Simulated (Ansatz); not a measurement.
**Preparing AlBO3 (R-3c) as a host crystal**

Aim: the runs on the perfect crystal AlBO3 (R-3c) that a defect calculation needs first.

Main program and level: Ansatz 0.2.0; plane-wave PAW DFT, PBEsol; relaxation of the host's cell and atoms, in the first sound run; inputs show where later runs differ.

This is a report of a sequence of runs, with most program output left out.

### 1. Starting point

The structure is trigonal, space group R-3c (No. 167). Conventional cell: a = 4.505 Å, b = 4.505 Å, c = 13.903 Å, α = 90.00°, β = 90.00°, γ = 120.00°. Al has 6 O at 1.94 Å nearest. Nearest to B lie 3 O at 1.39 Å. Nearest to O lie 1 B at 1.39 Å and 2 Al at 1.94 Å. Farther neighbours and most contacts between anions are not listed.

### 2. Host cell relaxation

Lattice and positions are set free, within the symmetry that the program keeps.

Contents of cell/input.yaml:

```yaml
crystal:
  lattice:
    - [2.2527389, 1.3006194, 4.6343053]
    - [-2.2527389, 1.3006194, 4.6343053]
    - [0.0, -2.6012388, 4.6343053]
  atoms:
    - { symbol: Al, position: [1.0, 1.0, 0.0] }
    - { symbol: Al, position: [0.5, 0.5, 0.5] }
    - { symbol: B, position: [0.25, 0.25, 0.25] }
    - { symbol: B, position: [0.75, 0.75, 0.75] }
    - { symbol: O, position: [0.25, 0.942096, 0.557904] }
    - { symbol: O, position: [0.942096, 0.557904, 0.25] }
    - { symbol: O, position: [0.442096, 0.75, 0.057904] }
    - { symbol: O, position: [0.75, 0.057904, 0.442096] }
    - { symbol: O, position: [0.057904, 0.442096, 0.75] }
    - { symbol: O, position: [0.557904, 0.25, 0.942096] }
basis:
  ecutwfc: 420
  xc_grid: 2
hamiltonian:
  xc: pbesol
kpoints:
  mp_grid: { grid: [7, 7, 7] }
scf:
  occupations: { method: fixed }
  max_iter: 100
relax:
  f_tol: 0.005
  max_steps: 60
  cell: {}
output:
  forces: true
  stress: true
checkpoint:
  write: "../cell.run"
  compress: false
  write_wavefunctions: false
  write_every: 100000
```

Run with:

```
> ansatz run input.yaml --threads 8 --pin off --max-ram 13189MiB --backend cpu --events-out ev --progress --plain --runs-dir out
```

The job ended after 9.7 s (8 threads of Arm Neoverse N1, shared host; peak memory 0.52 GiB).

The steps of the relaxation:

```csv
step,energy less that of the first step (eV),largest force component (eV/Å),pressure (GPa),volume (Å³)
1,0.0000,0.0475,-5.24,81.47
2,-0.0313,0.0278,-2.40,80.37
3,-0.0439,0.0227,0.25,79.47
4,-0.0438,0.0037,0.02,79.51
5,-0.0333,0.0031,-0.23,79.51
6,-0.0339,0.0011,0.01,79.43
7*,-0.0333,0.0011,0.00,79.43
```

Relaxation steps marked * repeat the geometry before them on a plane-wave basis chosen anew for their cell, so energy and pressure can jump there. The log counts 2 steps on a newly chosen plane-wave basis, not all of them marked here; energy and pressure can jump at such steps.

The run keeps the 12 symmetry operations that it works with, so distortions that break them were not tested.

```csv
"conventional cell, symmetrised",before,after,change
a (Å),4.505,4.475,-0.7 %
b (Å),4.505,4.475,-0.7 %
c (Å),13.903,13.737,-1.2 %
volume (Å³/atom),8.15,7.94,-2.5 %
```

This step gave:

```yaml
pressure: 8.81e-4 GPa
```

The relaxation ends with a largest force component of 0.0011 eV/Å and a pressure of 0.00 GPa.

### 3. Dielectric tensors of the host

The response to a uniform electric field gives the electronic dielectric tensor.

This step: plane-wave PAW DFPT, PBEsol; dielectric tensors, Born charges and zone-centre modes of the host (Ansatz 0.2.0).

Contents of eps/input.yaml:

```yaml
crystal:
  lattice:
    - [2.2376521244, 1.2919090564, 4.5791325295]
    - [-2.2376521244, 1.2919090564, 4.5791325295]
    - [0.0, -2.5838181127, 4.5791325295]
  atoms:
    - { symbol: Al, position: [1.0, 1.0, 0.0] }
    - { symbol: Al, position: [0.5, 0.5, 0.5] }
    - { symbol: B, position: [0.25, 0.25, 0.25] }
    - { symbol: B, position: [0.75, 0.75, 0.75] }
    - { symbol: O, position: [0.25, 0.9412632625, 0.5587367375] }
    - { symbol: O, position: [0.9412632625, 0.5587367375, 0.25] }
    - { symbol: O, position: [0.4412632625, 0.75, 0.0587367375] }
    - { symbol: O, position: [0.75, 0.0587367375, 0.4412632625] }
    - { symbol: O, position: [0.0587367375, 0.4412632625, 0.75] }
    - { symbol: O, position: [0.5587367375, 0.25, 0.9412632625] }
basis:
  ecutwfc: 420
hamiltonian:
  xc: pbesol
kpoints:
  mp_grid: { grid: [7, 7, 7] }
scf:
  occupations: { method: fixed }
  max_iter: 100
phonons:
  method: dfpt
  dielectric: true
  rigid_motions: translations
```

The job ended after 2.2 min (8 threads; peak memory 2 GiB; 16 min of CPU time).

Electronic dielectric tensor:

```
3.35 0.00 0.00
0.00 3.35 0.00
0.00 0.00 3.06
```

Static dielectric tensor:

```
8.63 0.00 0.00
0.00 8.63 0.00
0.00 0.00 8.51
```

The principal values of the electronic dielectric tensor are 3.06, 3.35 and 3.35. The principal values of the static dielectric tensor are 8.51, 8.63 and 8.63.

### 4. Defect free supercell relaxed from its symmetric sites

This cell, the one that will hold the defects, is built from the relaxed host. Its coarser k-points can move the atoms a little, so it is relaxed from the symmetric sites, as the reference for the test of stability.

This step: plane-wave PAW DFT, PBEsol; relaxation of the defect-free supercell from its symmetric sites (Ansatz 0.2.0).

System of this step: AlBO3 (R-3c). The cell holds 80 atoms: 16 Al, 16 B and 48 O. Its edges and angles: a = 10.516 Å, b = 10.516 Å, c = 10.516 Å, α = 50.4°, β = 50.4°, γ = 50.4°.

Contents of pristine.symmetric/input.yaml:

```yaml
crystal:
  lattice:
    - [4.4753042488, 2.5838181127, 9.158265059]
    - [-4.4753042488, 2.5838181127, 9.158265059]
    - [0.0, -5.1676362255, 9.158265059]
  atoms:
    - { symbol: Al, position: [0.0, 0.0, 0.0] }
    - { symbol: Al, position: [0.25, 0.25, 0.25] }
    - { symbol: B, position: [0.125, 0.125, 0.125] }
    - { symbol: B, position: [0.375, 0.375, 0.375] }
    - { symbol: O, position: [0.125, 0.4706316312, 0.2793683688] }
    - { symbol: O, position: [0.4706316312, 0.2793683688, 0.125] }
    - { symbol: O, position: [0.2206316312, 0.375, 0.0293683688] }
    - { symbol: O, position: [0.375, 0.0293683688, 0.2206316312] }
[... 68 atom lines left out ...]
    - { symbol: O, position: [0.7206316312, 0.875, 0.5293683688] }
    - { symbol: O, position: [0.875, 0.5293683688, 0.7206316312] }
    - { symbol: O, position: [0.5293683688, 0.7206316312, 0.875] }
    - { symbol: O, position: [0.7793683687, 0.625, 0.9706316312] }
basis:
  ecutwfc: 420
  xc_grid: 2
hamiltonian:
  xc: pbesol
kpoints:
  mp_grid: { grid: [1, 1, 1], shift: [0.25, 0.25, 0.25] }
scf:
  occupations: { method: fermi_dirac, width: 0.01 }
  max_iter: 80
output:
  forces: true
relax:
  f_tol: 0.01
  max_steps: 60
  escape_saddle: false
checkpoint:
  write: "../pristine.symmetric.run"
  compress: false
  write_wavefunctions: false
  write_every: 100000
```

The job ended after 14 s (8 threads; peak memory 1.4 GiB; 94 s of CPU time).

Hardly anything moved in the relaxation; the energy changed by under 0.2 meV an atom.

### 5. Defect free supercell relaxed from displaced atoms

This step: plane-wave PAW DFT, PBEsol; relaxation of the defect-free supercell from random displacements, a test of the host's stability (Ansatz 0.2.0).

pristine.rattled/input.yaml, as its differences from pristine.symmetric/input.yaml of step 4:

```diff
@@ -100,6 +100,6 @@
   f_tol: 0.01
-  max_steps: 60
-  escape_saddle: false
+  max_steps: 120
+  random_displacement: { amplitude: 0.08, seed: 6308 }
 checkpoint:
-  write: "../pristine.symmetric.run"
+  write: "../pristine.rattled.run"
   compress: false
```

The job ended after 32 s (8 threads; peak memory 1.3 GiB; 3.9 min of CPU time).

The steps of the relaxation:

```csv
step,energy less that of the first step (eV),largest force component (eV/Å)
1,0.0000,5.2944
2,-4.1977,2.6342
3,-6.0603,0.0838
4,-6.0656,0.0018
5,-6.0656,0.0018
```

The relaxation ends 76 meV an atom lower than the displaced start, with a largest force component of 0.0018 eV/Å.

### 6. Summary of results

```json
{
  "primitive cell vectors, lengths": "5.258, 5.258, 5.258 Å",
  "electronic dielectric constant": "principal values (3.06, 3.35, 3.35)",
  "static dielectric constant": "principal values (8.51, 8.63, 8.63)",
  "gap on the k-mesh of the response run (PBEsol)": "5.82 eV",
  "supercell relaxed in its symmetry less the displaced and relaxed one": "0.000 eV"
}
```

**Reading.** Step 5: The energy fell by 6.066 eV from the randomly displaced start; the atoms end within 0.005 Å of the sites as typed, once the mean shift is taken out. The displaced cell ends within 0.01 eV of the symmetric one relaxed in its symmetry, so no lower structure shows in this supercell. The k-mesh can miss the band edges, so this gap is an upper bound at this level. All at zero temperature.

[Logs are printed without paths, hosts, clocks, repeated set-up lines and the standing remarks that a program may print on its own settings, such as how far it seeks lower states.]

[Hosts, paths, dates, database ids (printed as entryN), source tags and the programs' standing remarks are cut or masked in the printed files.]

[Runs of the host that timed out are not shown.]

[For some hosts the program warned that the k-mesh of the response run may be too coarse for force constants and the static dielectric constant; such warnings are not always shown.]
